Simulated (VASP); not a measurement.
Crystal: W.

```
W
1.0
    -1.58234    1.58234    1.58234
     1.58234   -1.58234    1.58234
     1.58234    1.58234   -1.58234
W
1
Direct
  0.00000 0.00000 0.00000
```

Program: VASP 6.6.1. Alike in all runs: task band structure; potentials or basis VASP PAW PBE potentials, release 64 (W_sv); no spin polarisation; cell as given; k mesh 12 × 12 × 12; cutoff (eV) 520; smearing fermi-dirac 0.05 eV.

Order these runs on this cell by their pressure, lowest first.
A. level revTPSS
B. level TPSS
C. level MS2

C (-2.1 GPa), A (-0.2 GPa), B (3.3 GPa).

Caveats: the PAW data sets were made with another functional, which shifts forces and pressure a little.

Runs at the PBE level aren't shown here.
